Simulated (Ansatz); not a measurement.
Method: Ansatz, DFT PBE, scalar-relativistic, plane waves, PAW. Settings: cutoff 420 eV, Γ-centred meshes spaced at most about 0.3 Å⁻¹, and about 0.25 Å⁻¹ or finer for metals (2π included), Gaussian smearing. No spin polarisation.

All energies are static (0 K, no zero-point motion).

**Question.** Which of these relaxed structures of Mg2Ge2N is the lowest in energy?
A.

```
CELL_PARAMETERS angstrom
4.06581 0.00000 0.00000
0.00000 4.06581 0.00000
0.00000 0.00000 6.67614
ATOMIC_POSITIONS crystal
Mg 0.50000 0.00000 0.50000
Mg 0.00000 0.50000 0.50000
Ge 0.00000 0.00000 0.17423
Ge 0.00000 0.00000 0.82577
N 0.50000 0.50000 0.50000
```

B.

```
CELL_PARAMETERS angstrom
-1.69468 1.69468 7.68552
1.69468 -1.69468 7.68552
1.69468 1.69468 -7.68552
ATOMIC_POSITIONS crystal
Mg 0.41655 0.41655 0.00000
Mg 0.58345 0.58345 0.00000
Ge 0.75000 0.25000 0.50000
Ge 0.25000 0.75000 0.50000
N 0.00000 0.00000 0.00000
```

C.

```
CELL_PARAMETERS angstrom
4.19069 0.00000 0.00000
-2.09534 3.62924 0.00000
0.00000 0.00000 5.96310
ATOMIC_POSITIONS crystal
Mg 0.33333 0.66667 0.00000
Mg 0.66667 0.33333 0.00000
Ge 0.33333 0.66667 0.50000
Ge 0.66667 0.33333 0.50000
N 0.00000 0.00000 0.00000
```

D.

```
CELL_PARAMETERS angstrom
3.26901 0.00000 0.00000
-1.63450 2.83104 0.00000
0.00000 0.00000 8.86506
ATOMIC_POSITIONS crystal
Mg 0.66667 0.33333 0.88410
Mg 0.33333 0.66667 0.11590
Ge 0.33333 0.66667 0.60318
Ge 0.66667 0.33333 0.39682
N 0.00000 0.00000 0.00000
```

**Answer.** D. The next of these, A, lies 0.57 eV/atom higher. Forms: D P-3m1; A P4/mmm; B I4/mmm; C P6/mmm. Counting Ge or N atoms around Mg (for each partner element, those within 1.25 times its shortest distance or 1.15 times the sum of covalent radii, where it is the nearest in units of that sum or under 1.3; a plus sign parts groups by distance over the sum of covalent radii): D has Mg 3+3; A has Mg 2+4; B has Mg 8; C has Mg 5. D holds Ge–Ge nets (shortest 2.63 Å); A holds Ge–Ge pairs (shortest 2.33 Å); B holds Ge–Ge nets (shortest 2.40 Å); C holds Ge–Ge nets (shortest 2.42 Å). All come from invented guesses.

Cells relaxed within their symmetry can be saddle points. Some candidate types were left out of the draw beforehand, so a known form may be missing.
